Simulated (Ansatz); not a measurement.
## Ge: stationary points along a deformation path

Theory: DFT PBE+D3(BJ), scalar-relativistic, plane waves, PAW (Ansatz 0.2.0). Settings: plane waves to 420 eV, k-mesh 22×22×22 (Γ-centred), Gaussian smearing 0.15 eV. No spin polarisation. Energies are free energies at this smearing, counted from the undisturbed cell; pressure is positive in compression.

Reference structure (as given, not relaxed at this level; it stands at 1.0 GPa; this fcc form isn't the usual structure):

```xyz
1
Lattice="0.0000 2.0984 2.0984 2.0984 0.0000 2.0984 2.0984 2.0984 0.0000" Properties=species:S:1:pos:R:3 pbc="T T T"
Ge    0.0000    0.0000    0.0000
```

At fixed volume and fractional coordinates, lengths along (0.000, 0.000, 1.000) are scaled against those across it; ρ is that ratio over its starting value. V = 18.479 Å³/atom. Δσ is the stress along the axis less the mean stress across it (compression positive).

| ρ | ΔE (meV/atom) | Δσ (GPa) | space group |
| --- | --- | --- | --- |
| 0.707 | 0.2 | 0.00 | Im-3m |
| 0.850 | -6.2 | -0.77 | I4/mmm |
| 1.000 | 0.0 | 0.00 | Fm-3m |
| 1.200 | 0.2 | -0.58 | I4/mmm |
| 1.414 | 45.1 | -6.51 | I4/mmm |

Problem. How does the stress give the slope of the energy, and where is the energy stationary?

Solution. Along the path d ln(length) is 2/3 d ln ρ on the axis and −1/3 d ln ρ across it, so dE/d ln ρ = −(2/3) V Δσ: the energy falls with ρ where Δσ is positive. Δσ vanishes or changes sign at ρ = 0.707 (Im-3m, an end of the scan), at 0.2 meV/atom; between ρ = 0.707 and 0.850, at least one minimum (the energy falls over this step, yet the slope at ρ = 0.850 points the other way); at ρ = 1.000 (Fm-3m), a stationary point at 0.0 meV/atom. Pairs of stationary points between two samples would go unseen, and could change a minimum read from distant neighbours into a maximum. At ρ = 0.707, 1.000 the cell is cubic, where symmetry alone makes the stress isotropic and the slope zero.

Problem. Is the start the lowest point of the path?

Solution. No: ρ = 0.850 lies 6.2 meV/atom lower, with no sampled rise above the start on the way. Volume and inner coordinates are held, so a relaxed structure there would lie lower still.

In a metal these slopes depend on the k mesh and the smearing.